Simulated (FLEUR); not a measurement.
The system is Tl.

```
CELL_PARAMETERS angstrom
-1.95600 1.95600 1.95600
1.95600 -1.95600 1.95600
1.95600 1.95600 -1.95600
ATOMIC_POSITIONS crystal
Tl 0.00000 0.00000 0.00000
```

This isn't the form of Tl at room conditions, which is hcp.

- Program: FLEUR MaX-R8.1 (later development tree)
- Task: single point
- Functional: PBE
- Potentials or basis: all-electron
- Basis: FLAPW
- Kmax: 3.8 1/bohr
- k mesh: 10 × 10 × 10
- Occupations: fermi-dirac, width 0.05 eV
- Spin: no spin polarisation
- Gmax: 11.8 1/bohr
- Muffin-tin radii: Tl 2.66 bohr
- lmax: Tl 11
- Local orbitals a species: Tl 5
- Max iterations: 60
- Mixing factor: 0.05
- Mixer: Anderson
- Mixer history: 15
- Density convergence: 1e-05 me/bohr^3

On this cell: band gap on the k mesh none (metal or under the smearing width).

The same run follows on a disturbed copy (cell strained at random at fixed volume):

```xyz
1
Lattice="-1.9059 1.9307 1.9520 1.9156 -1.9201 1.9510 1.9872 2.0013 -1.9414" Properties=species:S:1:pos:R:3 pbc="T T T"
Tl    0.0437   -0.0267   -0.0263
```

Q: What changes?

A: The energy (extrapolated to zero smearing) moves by +4.2 meV/atom; band gap on the k mesh none (metal or under the smearing width).
